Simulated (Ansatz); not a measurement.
**ZnSe: do energies and stresses tell the same story?**

Method: DFT PBE, scalar-relativistic, plane waves, PAW in Ansatz.

Plane waves to 420 eV, a k mesh through Γ of 8×8×8 on the computed 2-atom cell and Gaussian smearing (0.02 eV); no spin polarisation.

Relaxed cell: F-43m, a = 5.732 Å, b = 5.732 Å, c = 5.732 Å, α = 90.00°, β = 90.00°, γ = 90.00°, 2 atoms in the primitive cell.

Energies at zero smearing and pressures from the stress tensor, at volumes with shape and atoms relaxed:
| V (Å³/atom) | E − E(first) (meV/atom) | P (GPa) |
| --- | --- | --- |
| 20.715 | 0.00 | 9.74 |
| 21.421 | -35.97 | 6.67 |
| 22.127 | -59.47 | 4.08 |
| 22.833 | -72.48 | 1.88 |
| 23.539 | -76.59 | 0.03 |
| 24.245 | -73.17 | -1.54 |
| 24.952 | -63.37 | -2.87 |
| 25.893 | -42.07 | -4.33 |

Question: Check P = −dE/dV between neighbouring volumes, and get the bulk modulus from the pressures alone.

Answer: With 1 eV/Å³ = 160.2 GPa:
```json
{"middle V (Å³/atom)": "21.068", "−ΔE/ΔV (GPa)": "8.160", "mean P (GPa)": "8.202"}
{"middle V (Å³/atom)": "21.774", "−ΔE/ΔV (GPa)": "5.333", "mean P (GPa)": "5.371"}
{"middle V (Å³/atom)": "22.480", "−ΔE/ΔV (GPa)": "2.952", "mean P (GPa)": "2.980"}
{"middle V (Å³/atom)": "23.186", "−ΔE/ΔV (GPa)": "0.931", "mean P (GPa)": "0.957"}
{"middle V (Å³/atom)": "23.892", "−ΔE/ΔV (GPa)": "-0.775", "mean P (GPa)": "-0.755"}
{"middle V (Å³/atom)": "24.598", "−ΔE/ΔV (GPa)": "-2.225", "mean P (GPa)": "-2.204"}
{"middle V (Å³/atom)": "25.422", "−ΔE/ΔV (GPa)": "-3.624", "mean P (GPa)": "-3.597"}
```

The two differ by 0.04 GPa at most. The mean of two end pressures misses the average over a step by about ΔV² P″/12, up to 0.04 GPa here; with that taken off 0.00 GPa remains. Around V = 23.539 Å³/atom, the two neighbours give B = −V ΔP/ΔV = 23.539 × 3.42 / 1.412 = 57.1 GPa, against B0 = 56.6 GPa from the Birch–Murnaghan fit of the energies.